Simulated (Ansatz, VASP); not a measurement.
This is a calculation of Y for VASP 6.6.1.

Contents of INCAR:

```
SYSTEM = Y
PREC     = Accurate       ! precision mode
ENCUT    = 520            ! plane-wave cutoff, eV
EDIFF    = 1E-7           ! SCF threshold, eV
ISMEAR   = -1             ! smearing method
SIGMA    = 0.05           ! smearing width, eV
LREAL    = .FALSE.        ! projectors in reciprocal space
LASPH    = .TRUE.         ! aspherical terms in the spheres
NELM     = 80             ! most SCF steps
ALGO     = Fast           ! electronic algorithm
ISIF     = 2              ! what is computed and relaxed
LWAVE    = .FALSE.        ! write WAVECAR
LCHARG   = .TRUE.         ! write CHGCAR
GGA      = CA             ! functional
LELF     = .TRUE.         ! ELF
LVHAR    = .TRUE.       
NBANDS   = 12             ! bands
```

KPOINTS

```
regular mesh
0
G
  9 9 9
  0 0 0
```

The input POSCAR:

```
Y
1.0
    0.0000000000      2.5519910612      2.5519910612
    2.5519910612      0.0000000000      2.5519910612
    2.5519910612      2.5519910612      0.0000000000
Y
1
Direct
    0.0000000000      0.0000000000      0.0000000000
```

Potentials or basis: VASP PAW LDA potentials, release 64 (Y_sv).

Launch:

```bash
$ cat potpaw_LDA.64/Y_sv/POTCAR > POTCAR
$ mpirun -np 1 vasp_std > vasp.out
```

Question: Set up the same calculation for Ansatz 0.2.0. Potentials there: all-electron LAPW, scalar-relativistic.

Answer: As run (the cutoff follows the program's own potentials):

Contents of input.yaml:

```yaml
crystal:
  lattice:
    - [0.0, 2.5519910612, 2.5519910612]
    - [2.5519910612, 0.0, 2.5519910612]
    - [2.5519910612, 2.5519910612, 0.0]
  atoms:
    - { symbol: "Y", position: [0.0, 0.0, 0.0] }
kpoints:
  mp_grid: { grid: [9, 9, 9] }
scf:
  occupations: { method: fermi_dirac, width: 0.05 }
hamiltonian:
  xc: lda
  pseudopotentials: { kind: all_electron, lapw: { basis_error: 0.001 } }
output:
  forces: true
  stress: true
  eigenvalues: true
```

Potentials or basis: all-electron LAPW, scalar-relativistic.

Run with:

```console
$ ansatz run input.yaml --threads 1 --pin off --max-ram 3072MiB --backend cpu --events-out ev --progress --plain --runs-dir out
```

Both were run:

|  | VASP | Ansatz | Ansatz less VASP |
| --- | --- | --- | --- |
| gap on the k mesh at the Fermi level (eV) | none | none | - |
| pressure (GPa) | -4.5 | -4.4 | +0.09 |

A gap of «none» marks a metal or a gap that the smearing closes. Ansatz ran all-electron here, so the differences hold the error of VASP's frozen core and of both bases.
